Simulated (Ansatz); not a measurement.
# Computed properties of SnS2 (CdI2 type)

Measured values to be reproduced:
- lattice constant a: 3.6456 ± 0.0004 Å (a axis; 300 K; quoted from earlier structure determination; literature value quoted from an earlier structure determination; quoted in “Relating chemical bonding to physical properties: The origin of unexpected isotropic properties in layered materials”, 2018, arxiv:1807.00599)
- lattice constant c: 5.8934 ± 0.0011 Å (c axis; 300 K; quoted from earlier structure determination; literature value quoted from an earlier structure determination; quoted in “Relating chemical bonding to physical properties: The origin of unexpected isotropic properties in layered materials”, 2018, arxiv:1807.00599)

The calculated numbers come from Ansatz 0.2.0. No magnetic order and no zero-point or thermal motion.

Structure: SnS2 in the CdI2-type structure, at its r2SCAN+rVV10 minimum. Space group P-3m1 (No. 164), trigonal; a = 3.661 Å, c = 5.962 Å in the conventional setting, 23.06 Å³ an atom. Sn is surrounded by 6 S at 2.57 Å; S is surrounded by 3 Sn at 2.57 Å.

```cif
data_structure
_symmetry_space_group_name_H-M 'P-3m1'
_symmetry_Int_Tables_number 164
_cell_length_a 3.6608
_cell_length_b 3.6608
_cell_length_c 5.9618
_cell_angle_alpha 90.000
_cell_angle_beta 90.000
_cell_angle_gamma 120.000
_cell_volume 69.19
loop_
_atom_site_label
_atom_site_type_symbol
_atom_site_symmetry_multiplicity
_atom_site_Wyckoff_symbol
_atom_site_fract_x
_atom_site_fract_y
_atom_site_fract_z
_atom_site_occupancy
Sn1 Sn 1 a 0.00000 0.00000 0.00000 1
S1 S 2 d 0.33333 0.66667 0.24559 1
```

Relaxed lattice by functional, symmetry kept:
```csv
functional,k mesh,a (Å),c (Å),volume (Å³/atom)
PBE-D3(BJ),12×12×4,3.669,5.810,22.57
r2SCAN+rVV10,12×12×4,3.661,5.962,23.06
```

Band edges at fixed r2SCAN+rVV10 geometry:

| level | k mesh | gap (eV) | kind | edges | least direct gap (eV) | rough cost |
| --- | --- | --- | --- | --- | --- | --- |
| PBE+SOC | 12×12×4 | 1.43 | indirect | K–Γ (0.77) → (0, 0.464, 0.323) | 1.92 | 30 core-seconds |
| r2SCAN | 12×12×4 | 1.75 | indirect | K–Γ (0.77) → (0, 0.464, 0.323) | 2.25 | 8 core-seconds |
| HSE06 | 6×6×4 | 2.32 | indirect | K–Γ (0.77) → (0, 0.464, 0.323) | 2.77 | 4 core-minutes |
| PBE0 | 6×6×4 | 3.01 | indirect | K–Γ (0.77) → (0, 0.464, 0.323) | 3.47 | 3 core-minutes |

Wave cutoffs: 420 eV, 500 eV (r2SCAN).
Points off the special ones are mesh points or PBE's searched band edges, reused at the other levels. PBE's own run along the path (1.46 eV) came before the search for the edges and missed one, so it isn't listed.
Costs come from shared machines and give only the order.

The HSE06 gap is indirect, 2.32 eV (K–Γ (0.77 of the way from K) to k = (0, 0.464, 0.323)), below the direct gap of 2.77 eV at L–M (0.50 of the way from L).

All these functionals give a gap of the same kind, indirect.

r2SCAN (ground state on 6×6×4): ε∞: 7.50 along x and y, 5.18 along z. Born charges, averaged over directions: Sn +3.86, S -1.93 e.

Comparison with experiment:
- Lattice constant a, measured 3.6456 Å: PBE-D3(BJ) 3.669 (+0.6 %), r2SCAN+rVV10 3.661 (+0.4 %).
- Lattice constant c, measured 5.8934 Å: PBE-D3(BJ) 5.810 (-1.4 %), r2SCAN+rVV10 5.962 (+1.2 %).
The calculated lattice is static; the measured one holds thermal expansion and zero-point motion. Reports marked as nanostructured, strained, doped, implanted or mixed samples, and transport gaps, were set aside.

Only the levels marked +SOC include spin-orbit coupling.

Coordinates of k points refer to the reciprocal vectors of the primitive cell of the runs.

The meshes of the hybrids are coarse, so their gaps aren't converged to the digits shown.
